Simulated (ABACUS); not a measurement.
# Si2Mo (I4/mmm) in ABACUS: a series of runs

Runs on Si2Mo. Level: PBE. Tasks: equation of state.

Program: ABACUS 3.10.1. These are calculated values, not measurements. Logs are shortened: lines on timing, memory, paths and dates and some standing lists are left out, and cuts for length are marked.

## Step 1: The structure

The structure is tetragonal, space group I4/mmm (No. 139). The conventional cell has a = 3.200 Å, b = 3.200 Å, c = 7.861 Å, α = 90.00°, β = 90.00°, γ = 90.00°. Mo (site symmetry 4/mmm) has 10 Si at 2.62 Å as nearest neighbours. Si (site symmetry 4mm) is surrounded by 5 Si at 2.61 to 2.63 Å and 5 Mo at 2.62 Å.

## Step 2: Equation of state, PBE, 12.61 Å³/atom (volume scaled by 0.94)

The input, INPUT:

```
INPUT_PARAMETERS
suffix              Si2Mo
calculation         scf
basis_type          lcao
pseudo_dir          ./
orbital_dir         ./
symmetry            1
dft_functional      pbe
ecutwfc             100
pseudo_rcut         10
nspin               1
nbands              15
ks_solver           genelpa
smearing_method     fd
smearing_sigma      0.00367493
scf_thr             1e-07
scf_nmax            100
mixing_type         broyden
mixing_beta         0.7
cal_force           1
cal_stress          1
out_mul             1
```

The input, STRU:

```
ATOMIC_SPECIES
Mo 95.9500 Mo.upf
Si 28.0850 Si.upf

NUMERICAL_ORBITAL
Mo_confined-atom_7au_4s3p3d1f.orb
Si_confined-atom_7au_3s3p2d1f.orb

LATTICE_CONSTANT
1.8897261246

LATTICE_VECTORS
-1.5673377739 1.5673377739 3.8502632003
1.5673377739 -1.5673377739 3.8502632003
1.5673377739 1.5673377739 -3.8502632003

ATOMIC_POSITIONS
Direct

Mo
0.0
1
0.0000000000 0.0000000000 0.0000000000 1 1 1

Si
0.0
2
0.6670000000 0.6670000000 0.0000000000 1 1 1
0.3330000000 0.3330000000 0.0000000000 1 1 1
```

The input, KPT:

```
K_POINTS
0
Gamma
12 12 12 0 0 0
```

Potentials or basis: PseudoDojo NC SR 0.4.1 PBE standard, TZDP LCAO (the cutoffs set its grid).

Command:

```sh
> OMP_NUM_THREADS=1 mpirun -np 4 abacus > log
```

running log:

```text
ABACUS v3.10.1

               Atomic-orbital Based Ab-initio Computation at UStc

 ------------------------------------------------------------------------------------

 READING GENERAL INFORMATION
                           global_out_dir = OUT.Si2Mo/
                           global_in_card = INPUT
                               pseudo_dir = ./
                              orbital_dir = ./
                                    DSIZE = 4
                                    GSIZE = 1

 READING UNITCELL INFORMATION
                                    ntype = 2
                  lattice constant (Bohr) = 1.88973
              lattice constant (Angstrom) = 1

 READING ATOM TYPE 1
                               atom label = Mo
                      L=0, number of zeta = 4
                      L=1, number of zeta = 3
                      L=2, number of zeta = 3
                      L=3, number of zeta = 1
             number of atom for this type = 1

 READING ATOM TYPE 2
                               atom label = Si
                      L=0, number of zeta = 3
                      L=1, number of zeta = 3
                      L=2, number of zeta = 2
                      L=3, number of zeta = 1
             number of atom for this type = 2

                        TOTAL ATOM NUMBER = 3
DIRECT COORDINATES
    atom                   x                   y                   z     mag                  vx                  vy                  vz
taud_Mo1            0.0000000000        0.0000000000        0.0000000000  0.0000        0.0000000000        0.0000000000        0.0000000000
taud_Si1            0.6670000000        0.6670000000        0.0000000000  0.0000        0.0000000000        0.0000000000        0.0000000000
taud_Si2            0.3330000000        0.3330000000        0.0000000000  0.0000        0.0000000000        0.0000000000        0.0000000000

                          Volume (Bohr^3) = 255.313
                             Volume (A^3) = 37.8334

 Lattice vectors: (Cartesian coordinate: in unit of a_0)
             -1.56734            +1.56734            +3.85026
             +1.56734            -1.56734            +3.85026
             +1.56734            +1.56734            -3.85026
 Reciprocal vectors: (Cartesian coordinate: in unit of 2 pi/a_0)
                   +0           +0.319012           +0.129861
            +0.319012                  +0           +0.129861
            +0.319012           +0.319012                  +0
 The esolver type has been set to : ksdft_lcao

                PAO radial cut off (Bohr) = 10

 Read in pseudopotential file is Mo.upf
                     pseudopotential type = NC
          exchange-correlation functional = PBE
                 nonlocal core correction = 1
                        valence electrons = 14
                                     lmax = 2
                           number of zeta = 4
                     number of projectors = 6
                           L of projector = 0
[... 5 lines left out ...]
                PAO radial cut off (Bohr) = 10

 Read in pseudopotential file is Si.upf
                     pseudopotential type = NC
          exchange-correlation functional = PBE
                 nonlocal core correction = 1
                        valence electrons = 4
                                     lmax = 2
                           number of zeta = 2
                     number of projectors = 6
                           L of projector = 0
                           L of projector = 0
                           L of projector = 1
                           L of projector = 1
                           L of projector = 2
                           L of projector = 2
     initial pseudo atomic orbital number = 18

 SETUP THE ELECTRONS NUMBER
            electron number of element Mo = 14
      total electron number of element Mo = 14
            electron number of element Si = 4
      total electron number of element Si = 8
            AUTOSET number of electrons:  = 22
                           occupied bands = 11
                                   NLOCAL = 93
                                   NBANDS = 15
                                   NBANDS = 15
                                   NLOCAL = 93

%%%%%%%%%%%%%%%%%%%%%%%%%%%%%%%%%%%%%%%%%%%%%%%%%%%%%%%%%%%%%%%%%%%%%%%%%%%%%%%%%%%%%%%%%%%%%%%%%%%%%%%%%%
 Warning: the number of valence electrons in pseudopotential > 6 for Mo: [Kr] 4d5 5s1
 Pseudopotentials with additional electrons can yield (more) accurate outcomes, but may be less efficient.
 If you're confident that your chosen pseudopotential is appropriate, you can safely ignore this warning.
%%%%%%%%%%%%%%%%%%%%%%%%%%%%%%%%%%%%%%%%%%%%%%%%%%%%%%%%%%%%%%%%%%%%%%%%%%%%%%%%%%%%%%%%%%%%%%%%%%%%%%%%%%

 SETUP THE PLANE WAVE BASIS
 energy cutoff for charge/potential (unit:Ry) = 400
            fft grid for charge/potential = [ 54, 54, 54 ]
[... 70 lines left out ...]
        1            163           1676
        2            162           1674
        3            162           1675
        4            162           1674
 --------------- sum -------------------
        4            649           6699

 SET NONLOCAL PSEUDOPOTENTIAL PROJECTORS
 SET NONLOCAL PSEUDOPOTENTIAL PROJECTORS
 max number of nonlocal projetors among all species is 6

 -------------------------------------------
 SELF-CONSISTENT
 -------------------------------------------

 SETUP SEARCHING RADIUS FOR PROGRAM TO SEARCH ADJACENT ATOMS
                  longest orb rcut (Bohr) = 7
   longest nonlocal projector rcut (Bohr) = 1.94
                     search radius (Bohr) = 17.9
              searching radius is (Bohr)) = 17.9
         searching radius unit is (Bohr)) = 1.89
                         PeriodicBoundary = 1
                        Radius(unit:lat0) = 9.46
                                   glayer = [ 5, 5, 6 ]
                             glayer_minus = [ 4, 4, 5 ]

Find the coordinate range of the input atom(unit:lat0).
                                  min_tau = [ -20.4, -20.4, -50.1 ]
                                  max_tau = [ 20.4, 20.4, 55.2 ]
                                BoxNumber = [ 9, 9, 11 ]

 SETUP EXTENDED REAL SPACE GRID FOR GRID INTEGRATION
                          real space grid = [ 54, 54, 54 ]
                 big cell numbers in grid = [ 27, 27, 27 ]
             meshcell numbers in big cell = [ 2, 2, 2 ]
                        extended fft grid = [ 35, 35, 46 ]
                dimension of extened grid = [ 98, 98, 120 ]
                            UnitCellTotal = 125
              Atom number in sub-FFT-grid = 3
    Local orbitals number in sub-FFT-grid = 93
                                ParaV.nnr = 146643
                                 init_chg = atomic

 LCAO ALGORITHM --------------- ION=   1  ELEC=   1--------------------------------

 Density error is 0.0934645341412
----------------------------------------------------------
     Energy           Rydberg                 eV
----------------------------------------------------------
 E_KohnSham     -157.4767881511      -2142.5816215943
 E_Harris       -161.7891894257      -2201.2548509913
 E_Fermi        1.3196048455         17.9541450077
----------------------------------------------------------
[... 80 lines left out ...]
 Density error is 7.1036749882e-08
----------------------------------------------------------
     Energy           Rydberg                 eV
----------------------------------------------------------
 E_KohnSham     -157.5748836449      -2143.9162792583
 E_KS(sigma->0) -157.5748066454      -2143.9152316254
 E_Harris       -157.5748813439      -2143.9162479512
 E_band         -1.5328374218        -20.8553230443
 E_one_elec     -31.2793069902       -425.5768045578
 E_Hartree      29.1731554738        396.9211430832
 E_xc           -27.3526730505       -372.1522090177
 E_Ewald        -128.1159050789      -1743.1063135003
 E_entropy(-TS) -0.0001539991        -0.0020952658
 E_descf        0.0000000000         0.0000000000
 E_exx          0.0000000000         0.0000000000
 E_Fermi        1.2711146253         17.2944017146
----------------------------------------------------------

 charge density convergence is achieved
 final etot is -2143.9162793 eV
 EFERMI = 17.294401715 eV

 STATE ENERGY(eV) AND OCCUPATIONS    NSPIN == 1
 1/163 kpoint (Cartesian) = 0.0000 0.0000 0.0000 (1061 pws)
       1       -43.3979     0.00115741
       2       -17.6036     0.00115741
       3       -17.4694     0.00115741
       4       -17.4694     0.00115741
       5        3.33467     0.00115741
       6        10.5457     0.00115741
       7        13.9063     0.00115741
       8        13.9722     0.00115741
       9        14.4548     0.00115741
      10        14.4548     0.00115741
      11        17.7281    1.97877e-07
      12        20.2108    5.39842e-29
      13        20.7754    6.72972e-34
      14        21.1298    5.61859e-37
      15        21.1298    5.61859e-37
[... 71 lines left out ...]
       2       -17.7715     0.00925926
       3       -17.5801     0.00925926
       4       -17.4405     0.00925926
       5        6.30112     0.00925926
       6        8.48568     0.00925926
       7        12.0672     0.00925926
       8        12.7698     0.00925926
       9        14.5761     0.00925926
      10        14.7045     0.00925926
      11        16.4626     0.00925926
      12        19.5266    3.78077e-22
      13        20.7030    2.29062e-32
      14        21.0345    3.02464e-35
      15        22.0699    3.06905e-44

[... levels at 157 further k points ...]

 correction force for each atom along direction 1 is -5.14334e-14
 correction force for each atom along direction 2 is 7.98852e-14
 correction force for each atom along direction 3 is -1.97748e-13
------------------------------------------------------------------------------------------
 TOTAL-FORCE (eV/Angstrom)
------------------------------------------------------------------------------------------
                       Mo1         0.0000000000         0.0000000000         0.0000000000
                       Si1         0.0000000000         0.0000000000        -0.1710709572
                       Si2         0.0000000000         0.0000000000         0.1710709572
------------------------------------------------------------------------------------------

----------------------------------------------------------------
 TOTAL-STRESS (KBAR)
----------------------------------------------------------------
       177.3375447793         0.0000000000        -0.0000000000
         0.0000000000       177.3375447793         0.0000000000
         0.0000000000         0.0000000000       184.7826942541
----------------------------------------------------------------
 TOTAL-PRESSURE: 179.819261 KBAR

 --------------------------------------------
 !FINAL_ETOT_IS -2143.9162792583201735 eV
 --------------------------------------------
```

It took 29 s on 4 MPI ranks of AMD EPYC 7B13 (Zen 3), shared host; peak memory 0.68 GiB.

Results:

```
Free energy            : -2143.9163 eV
Pressure               : 18.0 GPa
Largest force          : 0.171 eV/Å
Band gap on the k mesh : none (metal or under the smearing width)
Mulliken charges       : Mo +0.31; Si -0.16 e
```

Caveat: the atomic orbitals were generated for these runs and aren't a published set; Mulliken charges move with the basis; the basis of atomic orbitals isn't converged, which shifts pressures, moduli and gaps.

## Step 3: Equation of state, PBE, 12.88 Å³/atom (volume scaled by 0.96)

INPUT is that of step 2.

STRU: that of step 2 with these lines changed.

```diff
@@ -12,5 +12,5 @@
 LATTICE_VECTORS
--1.5673377739 1.5673377739 3.8502632003
-1.5673377739 -1.5673377739 3.8502632003
-1.5673377739 1.5673377739 -3.8502632003
+-1.5783757276 1.5783757276 3.8773786233
+1.5783757276 -1.5783757276 3.8773786233
+1.5783757276 1.5783757276 -3.8773786233
```

KPT is that of step 2.

Potentials or basis: PseudoDojo NC SR 0.4.1 PBE standard, TZDP LCAO (the cutoffs set its grid).

Command:

```sh
> OMP_NUM_THREADS=1 mpirun -np 4 abacus > log
```

It took 28 s on 4 MPI ranks of AMD EPYC 7B13 (Zen 3), shared host; peak memory 0.68 GiB.

Results (log left out):

| Item | Value |
| --- | --- |
| Free energy | -2143.9920 eV |
| Pressure | 12.3 GPa |
| Largest force | 0.206 eV/Å |
| Band gap on the k mesh | none (metal or under the smearing width) |
| Mulliken charges | Mo +0.32; Si -0.16 e |

Caveat: the atomic orbitals were generated for these runs and aren't a published set; Mulliken charges move with the basis; the basis of atomic orbitals isn't converged, which shifts pressures, moduli and gaps.

## Step 4: Equation of state, PBE, 13.15 Å³/atom (volume scaled by 0.98)

INPUT is that of step 3.

STRU: that of step 3 with these lines changed.

```diff
@@ -12,5 +12,5 @@
 LATTICE_VECTORS
--1.5783757276 1.5783757276 3.8773786233
-1.5783757276 -1.5783757276 3.8773786233
-1.5783757276 1.5783757276 -3.8773786233
+-1.5892614214 1.5892614214 3.9041200105
+1.5892614214 -1.5892614214 3.9041200105
+1.5892614214 1.5892614214 -3.9041200105
```

KPT is that of step 3.

Command:

```sh
> OMP_NUM_THREADS=1 mpirun -np 4 abacus > log
```

Run time: 32 s. Hardware: 4 MPI ranks of AMD EPYC 7B13 (Zen 3), shared host; peak memory 0.68 GiB.

It converged, with:

* Free energy: -2144.0405 eV
* Pressure: 7.1 GPa
* Largest force: 0.239 eV/Å
* Band gap on the k mesh: none (metal or under the smearing width)
* Mulliken charges: Mo +0.33; Si -0.16 e

Caveat: the atomic orbitals were generated for these runs and aren't a published set; Mulliken charges move with the basis; the basis of atomic orbitals isn't converged, which shifts pressures, moduli and gaps.

## Step 5: Equation of state, PBE, 13.42 Å³/atom

INPUT is that of step 4.

STRU: that of step 4 with these lines changed.

```diff
@@ -12,5 +12,5 @@
 LATTICE_VECTORS
--1.5892614214 1.5892614214 3.9041200105
-1.5892614214 -1.5892614214 3.9041200105
-1.5892614214 1.5892614214 -3.9041200105
+-1.6000000000 1.6000000000 3.9305000000
+1.6000000000 -1.6000000000 3.9305000000
+1.6000000000 1.6000000000 -3.9305000000
```

KPT is that of step 4.

Command:

```sh
> OMP_NUM_THREADS=1 mpirun -np 4 abacus > log
```

Run time: 34 s. Hardware: 4 MPI ranks of AMD EPYC 7B13 (Zen 3), shared host; peak memory 0.68 GiB.

The run converged. Its results:

```yaml
Free_energy: -2144.0644 eV
Pressure: 2.5 GPa
Largest_force: 0.271 eV/Å
Band_gap_on_the_k_mesh: none (metal or under the smearing width)
Mulliken_charges: Mo +0.33; Si -0.16 e
```

Caveat: the atomic orbitals were generated for these runs and aren't a published set; Mulliken charges move with the basis; the basis of atomic orbitals isn't converged, which shifts pressures, moduli and gaps.

## Step 6: Equation of state, PBE, 13.68 Å³/atom (volume scaled by 1.02)

INPUT is that of step 5.

STRU: that of step 5 with these lines changed.

```diff
@@ -12,5 +12,5 @@
 LATTICE_VECTORS
--1.6000000000 1.6000000000 3.9305000000
-1.6000000000 -1.6000000000 3.9305000000
-1.6000000000 1.6000000000 -3.9305000000
+-1.6105963353 1.6105963353 3.9565305599
+1.6105963353 -1.6105963353 3.9565305599
+1.6105963353 1.6105963353 -3.9565305599
```

KPT is that of step 5.

Potentials or basis: PseudoDojo NC SR 0.4.1 PBE standard, TZDP LCAO (the cutoffs set its grid).

Command:

```sh
> OMP_NUM_THREADS=1 mpirun -np 4 abacus > log
```

It took 31 s on 4 MPI ranks of AMD EPYC 7B13 (Zen 3), shared host; peak memory 0.68 GiB.

Results (log left out):

* Free energy: -2144.0664 eV
* Pressure: -1.6 GPa
* Largest force: 0.302 eV/Å
* Band gap on the k mesh: none (metal or under the smearing width)
* Mulliken charges: Mo +0.32; Si -0.16 e

Caveat: the atomic orbitals were generated for these runs and aren't a published set; Mulliken charges move with the basis; the basis of atomic orbitals isn't converged, which shifts pressures, moduli and gaps.

## Step 7: Equation of state, PBE, 13.95 Å³/atom (volume scaled by 1.04)

INPUT is that of step 6.

STRU: that of step 6 with these lines changed.

```diff
@@ -12,5 +12,5 @@
 LATTICE_VECTORS
--1.6105963353 1.6105963353 3.9565305599
-1.6105963353 -1.6105963353 3.9565305599
-1.6105963353 1.6105963353 -3.9565305599
+-1.6210550461 1.6210550461 3.9822230367
+1.6210550461 -1.6210550461 3.9822230367
+1.6210550461 1.6210550461 -3.9822230367
```

KPT is that of step 6.

Command:

```sh
> OMP_NUM_THREADS=1 mpirun -np 4 abacus > log
```

It took 32 s on 4 MPI ranks of AMD EPYC 7B13 (Zen 3), shared host; peak memory 0.68 GiB.

Results (log left out):

```
Free energy            : -2144.0487 eV
Pressure               : -5.3 GPa
Largest force          : 0.330 eV/Å
Band gap on the k mesh : none (metal or under the smearing width)
Mulliken charges       : Mo +0.31; Si -0.15 e
```

Caveat: the atomic orbitals were generated for these runs and aren't a published set; Mulliken charges move with the basis; the basis of atomic orbitals isn't converged, which shifts pressures, moduli and gaps.

## Step 8: Equation of state, PBE, 14.22 Å³/atom (volume scaled by 1.06)

INPUT is that of step 7.

STRU: that of step 7 with these lines changed.

```diff
@@ -12,5 +12,5 @@
 LATTICE_VECTORS
--1.6210550461 1.6210550461 3.9822230367
-1.6210550461 -1.6210550461 3.9822230367
-1.6210550461 1.6210550461 -3.9822230367
+-1.6313805159 1.6313805159 4.0075881985
+1.6313805159 -1.6313805159 4.0075881985
+1.6313805159 1.6313805159 -4.0075881985
```

KPT is that of step 7.

Command:

```sh
> OMP_NUM_THREADS=1 mpirun -np 4 abacus > log
```

Run time: 32 s. Hardware: 4 MPI ranks of AMD EPYC 7B13 (Zen 3), shared host; peak memory 0.68 GiB.

It converged, with:

- Free energy: -2144.0133 eV
- Pressure: -8.7 GPa
- Largest force: 0.358 eV/Å
- Band gap on the k mesh: none (metal or under the smearing width)
- Mulliken charges: Mo +0.29; Si -0.14 e

Caveat: the atomic orbitals were generated for these runs and aren't a published set; Mulliken charges move with the basis; the basis of atomic orbitals isn't converged, which shifts pressures, moduli and gaps.

## Step 9: Equation of state, PBE

Potentials or basis: PseudoDojo NC SR 0.4.1 PBE standard, TZDP LCAO (the cutoffs set its grid).

No new run: the results of the series are fitted here.

What came out:

| Item | Value |
| --- | --- |
| Equilibrium volume | 13.58 Å³/atom |
| Bulk modulus at fixed shape and positions | 207 GPa |
| Pressure derivative of the bulk modulus | 4.4 |

Energy against volume, from the lowest point:
```
volume (Å³/atom)  energy (meV/atom)
          12.611              50.05
          12.879              24.82
          13.148               8.66
          13.416               0.69
          13.684               0.00
          13.953               5.91
          14.221              17.71
```

Caveat: the atomic orbitals were generated for these runs and aren't a published set; the cell was scaled at fixed shape and fractional positions, which overstates the stiffness of a crystal with free parameters, most of all of layers and chains; the basis of atomic orbitals isn't converged, which shifts pressures, moduli and gaps.
